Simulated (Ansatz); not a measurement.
GaP:

```
CELL_PARAMETERS angstrom
3.45666 0.00000 0.00000
0.00000 3.45666 0.00000
0.00000 0.00000 2.80256
ATOMIC_POSITIONS crystal
Ga 0.00000 0.00000 0.00000
P 0.50000 0.50000 0.50000
```

The cell was built by a generator and needn't be a form met in nature.

```yaml
Program: Ansatz 0.2.0
Task: relaxation of cell and atoms
Functional: PBEsol0
Potentials_or_basis: Ansatz PAW
Cutoff: "420 eV (not typed: the program's choice for these potentials)"
k_mesh: 4 × 4 × 5
Occupations: fermi-dirac, width 0.05 eV
Spin: no spin polarisation
```

At the start: volume 16.74 Å³/atom.

Task: Where does the relaxation end?

Result: It ends after 5 steps and the volume is 15.92 Å³/atom (-4.9 %); space group P4/mmm (No. 123, to 0.05 Å).

Step by step:
| step | energy change (eV) | largest force (eV/Å) | volume (Å³) |
| --- | --- | --- | --- |
| 1 | 0.0000 | 0.0000 | 33.49 |
| 2 | -0.2128 | 0.0000 | 31.85 |
| 3 | -0.2129 | 0.0000 | 31.80 |
| 4 | -0.2130 | 0.0000 | 31.83 |
| 5 | -0.2122 | 0.0000 | 31.83 |

Final structure:
```xyz
2
Lattice="3.2882 0.0000 0.0000 0.0000 3.2882 0.0000 0.0000 0.0000 2.9443" Properties=species:S:1:pos:R:3 pbc="T T T"
Ga    0.0000    0.0000    0.0000
P     1.6441    1.6441    1.4721
```

Caveat: the k mesh is coarse (spacing up to 0.45 Å⁻¹), so the values aren't converged, least of all with exact exchange; the plane-wave basis is chosen anew once the cell has moved, so the energies of steps on either side of that aren't comparable; the PAW data sets come from PBE, with cores solved anew for the run's functional, which leaves a small shift of forces and pressure.
